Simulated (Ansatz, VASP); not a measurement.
# GaAs: VASP beside Ansatz, part 2 of 2

Wanted: the spread between two codes on one cell, functional and k mesh. The cell is taken from a series of VASP runs on this material, whose earlier steps may have relaxed, scaled or displaced it; both programs get it as it stands.

VASP 6.6.1 and Ansatz 0.2.0.

So far. Step 4 (Side by side): The walks stopped with -0.02 GPa left in Ansatz and -0.03 GPa in VASP; each walk ends within a tolerance, so the volume difference is uncertain by about these residues over the bulk modulus, most in soft cells.

## 5. VASP: relaxation of cell and atoms, HSE06

Level of this step: HSE06; plane waves and PAW (As, Ga_d) (VASP).

The relaxed volume is the usual yardstick between codes: its relative difference is about their pressure difference at one cell divided by the bulk modulus. The cell compared in this pair holds 46.53 Å³, against 44.04 Å³ for the pair before.

The run reads the wave functions of an earlier VASP run, which isn't shown here.

File INCAR:

```
SYSTEM = GaAs
PREC = Accurate
ENCUT = 450
EDIFF = 1E-06
NELM = 100
ISMEAR = 0
SIGMA = 0.03
LREAL = .FALSE.
ALGO = Normal
LHFCALC = .TRUE.
AEXX = 0.25
GGA = PE
HFSCREEN = 0.2
LASPH = .TRUE.
NBANDS = 15
PRECFOCK = Fast
LORBIT = 11
LWAVE = .FALSE.
LCHARG = .FALSE.
KPAR = 4
IBRION = 2
NSW = 50
ISIF = 3
EDIFFG = -0.006
```

File POSCAR:

```
GaAs
1.0
    0.0000000000      2.8548404342      2.8548404342
    2.8548404342      0.0000000000      2.8548404342
    2.8548404342      2.8548404342      0.0000000000
As Ga
1 1
Direct
    0.7500000000      0.7500000000      0.7500000000
    0.0000000000      0.0000000000      0.0000000000
```

File KPOINTS:

```
Automatic mesh
0
Gamma
4 4 4
0 0 0
```

Potentials, in the order of the species: As and Ga_d (PBE family, release 64).

On the command line:

```bash
$ mpirun -np 4 vasp_std
```

Numbers of over 12 decimals in the logs are rounded to 6 here.

What it wrote:

```text
[banner, memory and clock lines left out]
running    4 mpi-ranks, on    1 nodes
[...]
LDA part: xc-table for (Slater+PW92), standard interpolation
 found WAVECAR, reading the header
 POSCAR, INCAR and KPOINTS ok, starting setup
[...]
reading WAVECAR
 the WAVECAR file was read successfully
 initial charge from wavefunction
 entering main loop
       N       E                     dE             d eps       ncg     rms          rms(c)
DAV:   1    -0.975209288104E+01   -0.97521E+01   -0.85724E-01   374   0.180E+01    0.216E+00
DAV:   2    -0.974555911418E+01    0.65338E-02   -0.60883E-02   313   0.390E+00    0.151E+00
DAV:   3    -0.974242464731E+01    0.31345E-02   -0.75991E-03   324   0.147E+00    0.902E-01
DAV:   4    -0.974178327565E+01    0.64137E-03   -0.12212E-03   310   0.381E-01    0.518E-01
DAV:   5    -0.974163987946E+01    0.14340E-03   -0.21284E-04   289   0.115E-01    0.299E-01
DAV:   6    -0.974160494131E+01    0.34938E-04   -0.35113E-05   297   0.515E-02    0.170E-01
DAV:   7    -0.974159307242E+01    0.11869E-04   -0.60101E-06   282   0.238E-02    0.961E-02
DAV:   8    -0.974158925929E+01    0.38131E-05   -0.20992E-06   289   0.114E-02    0.531E-02
DAV:   9    -0.974158850155E+01    0.75775E-06   -0.79688E-07   218   0.581E-03
   1 F= -.97415885E+01 E0= -.97415885E+01  d E =-.974159E+01
[... from here on, the cycles between the ionic steps are left out ...]
   2 F= -.97432740E+01 E0= -.97432740E+01  d E =-.168546E-02
   3 F= -.97437109E+01 E0= -.97437109E+01  d E =-.212242E-02
   4 F= -.97437067E+01 E0= -.97437067E+01  d E =-.211816E-02
   5 F= -.97436937E+01 E0= -.97436937E+01  d E =0.129985E-04
   6 F= -.97437107E+01 E0= -.97437107E+01  d E =-.401540E-05
[...]
reached required accuracy - stopping structural energy minimisation
```

OUTCAR, selected parts (step 5):

```text
  Total        0.0105321      0.0105321      0.0105321     -0.0000000      0.0000000     -0.0000000
  in kB        0.3677603      0.3677603      0.3677603     -0.0000000      0.0000000     -0.0000000
  external PRESSURE =       0.3677603 kB  Pullay stress =       0.0000000 kB

 POSITION                                       TOTAL-FORCE (eV/Angst)
 -----------------------------------------------------------------------------------
      4.26221      4.26221      4.26221         0.000000      0.000000      0.000000
      0.00000      0.00000      0.00000        -0.000000     -0.000000     -0.000000
 -----------------------------------------------------------------------------------
    total drift:                               -0.000026     -0.000014     -0.000016

  FREE ENERGIE OF THE ION-ELECTRON SYSTEM (eV)
  ---------------------------------------------------
  free  energy   TOTEN  =        -9.7437106749 eV

  energy  without entropy=       -9.7437106749  energy(sigma->0) =       -9.74371067

[... 1 part as in an earlier step ...]

[... 3 further parts left out ...]
[key lines of the parts left out:]
E-fermi :   3.5027
```

The k-mesh is coarse for exact exchange; levels may shift by about 0.1 eV on a finer one.

## 6. Ansatz: relaxation of cell and atoms, HSE06

The same cell, functional, mesh and smearing now go to Ansatz, which takes its cutoff from its data sets.

The cell is taken from a series of VASP runs on this material, whose earlier steps may have relaxed, scaled or displaced it; both programs get it as it stands.

File input.yaml:

```yaml
crystal:
  lattice:
    - [0.0, 2.8548404342, 2.8548404342]
    - [2.8548404342, 0.0, 2.8548404342]
    - [2.8548404342, 2.8548404342, 0.0]
  atoms:
    - { symbol: As, position: [0.75, 0.75, 0.75] }
    - { symbol: Ga, position: [0.0, 0.0, 0.0] }
hamiltonian:
  xc: { exchange: pbe, correlation: pbe, exx: { coeff: 0.25, omega: 0.2 } }
  pseudopotentials: { kind: paw }
kpoints:
  mp_grid: { grid: [4, 4, 4] }
scf:
  occupations: { method: gaussian, width: 0.03 }
relax:
  f_tol: 0.01
  max_steps: 60
  cell: { stress_tol: 0.05 }
output:
  forces: true
  stress: true
```

On the command line:

```bash
$ ansatz run input.yaml --threads 4 --pin off --max-ram 9216MiB --backend cpu --events-out ev --progress --plain --runs-dir out
```

What it wrote:

```text
[...]
Crystal: 2 atoms, lattice volume = 46.535 Å³
Basis set: ecut = 420 eV, 941 PW (Γ), exchange–correlation on 54×54×54 points (8 copies of the dense FFT grid, shifted against one another)
Bands: 18, of which v1, the nominal top of the filled ones, is band 14 counted from 1 (13 counted from 0)
Symmetry: 24 space group operations
[...]
k-points: 8 of 64 (time reversal used)
[...]
guard bands above this table: 2 of the run's 18 bands. The solve was not asked for them (output.publish_guard_bands: true or output.eigenvalues: true publishes all)
--- Relaxed structure (3 steps of the walk, 3 accepted, 1 SCFs on fresh bases) ---
[...]
cell:  # Å, volume = 46.0332 Å³
    - [0, 2.844552, 2.844552]
    - [2.844552, 0, 2.844552]
    - [2.844552, 2.844552, 0]
  atoms:
    - { symbol: As, position: [0.75, 0.75, 0.75] }
    - { symbol: Ga, position: [0, 0, 0] }
[key lines of the parts left out:]
Free energy (F): -8641.455805 eV
Fermi energy:    8.197536 eV
P = ⅓ Tr σ = 0.0026 GPa (0.026 kbar)
```

Elapsed: 15 s, on 4 threads of Arm Neoverse V2, shared host; peak memory 0.74 GiB.

## 7. Side by side

What differs besides the data sets and the points named for the pairs above, as far as they apply: exact exchange at q = 0 is treated differently, which shows on coarse meshes; VASP keeps PBE cores, Ansatz makes them for the functional; VASP takes a coarser grid for exact exchange (PRECFOCK = Fast). Total energies have different zeros and are not compared.

The two programs side by side:

```
                                         quantity  Ansatz   VASP  difference
                                      volume (Å³)   46.03  45.88     +0.33 %
edge a after relaxation, in the typed setting (Å)   4.023  4.018     +0.11 %
```

The walks stopped with 0.00 GPa left in Ansatz and 0.04 GPa in VASP; each walk ends within a tolerance, so the volume difference is uncertain by about these residues over the bulk modulus, most in soft cells.

## 8. Summary of results

- difference in volume (relaxation of cell and atoms, PBEsol with D3(BJ)): -0.13 %
- difference in volume (relaxation of cell and atoms, HSE06): 0.33 %

**Reading.** The difference in volume is 0.33 % (relaxation of cell and atoms, HSE06), within the 1.2 % picked in this series as the mark of a large difference, as far as the stopping tolerances let one tell. Such differences can come from data sets, numerical settings and the points named under the comparisons, not from the functional's error against experiment.

[Lines on the potential files, build, host, timing and source positions are cut from VASP's logs without a mark.]

[Logs are printed without paths, hosts, clocks, repeated set-up lines and the standing remarks that a program may print on its own settings, such as how far it seeks lower states.]

[Hosts, paths, dates, database ids (printed as entryN), source tags and the programs' standing remarks are cut or masked in the printed files.]
